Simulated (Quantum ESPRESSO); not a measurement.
**VO2 under changes of volume**

One of the cells (10.308 Å³/atom); the others are scaled copies at fixed shape and fractional positions:

```
CELL_PARAMETERS angstrom
4.50720 0.00000 0.00000
0.00000 4.50720 0.00000
0.00000 0.00000 3.04445
ATOMIC_POSITIONS crystal
V 0.50000 0.50000 0.50000
V 0.00000 0.00000 0.00000
O 0.20036 0.79964 0.50000
O 0.79964 0.20036 0.50000
O 0.70036 0.70036 0.00000
O 0.29964 0.29964 0.00000
```

The cell is a database's computed one.

```yaml
Program: Quantum ESPRESSO 7.5
Functional: LDA
Potentials_or_basis: GBRV 1.5 LDA
Cutoff: 612 eV
Density_cutoff: 4898 eV
k_mesh: 6 × 6 × 9
Occupations: fermi-dirac, width 0.05 eV
Spin: collinear spin, ferromagnetic start
Starting_moments: "[2.0, 2.0, 0.0, 0.0, 0.0, 0.0] μB"
```

```tsv
volume (Å³/atom)	energy over the lowest point (meV/atom)	pressure (GPa)	largest force (eV/Å)
9.689	0.00	-9.3	0.306
9.896	14.96	-14.2	0.314
10.102	35.92	-18.5	0.320
10.308	62.15	-22.4	0.326
10.514	93.10	-25.8	0.332
10.720	128.18	-28.9	0.337
10.926	?	?	?
```

**Question.** What does the run at 10.926 Å³/atom give?

**Answer.** Energy over the lowest point 166.93 meV/atom; pressure -31.5 GPa; largest force 0.341 eV/Å.

Worked out: A Birch-Murnaghan fit of order 3 (a polynomial in V^(-2/3)) to the other rows has no minimum within the range. It gives 166.90 meV/atom at 10.926 Å³/atom, against the run's 166.93, and -dE/dV = -31.4 GPa, against -31.5.

Energies are extrapolated to zero smearing.

Caveats: the cell as given lies far from equilibrium (some runs).
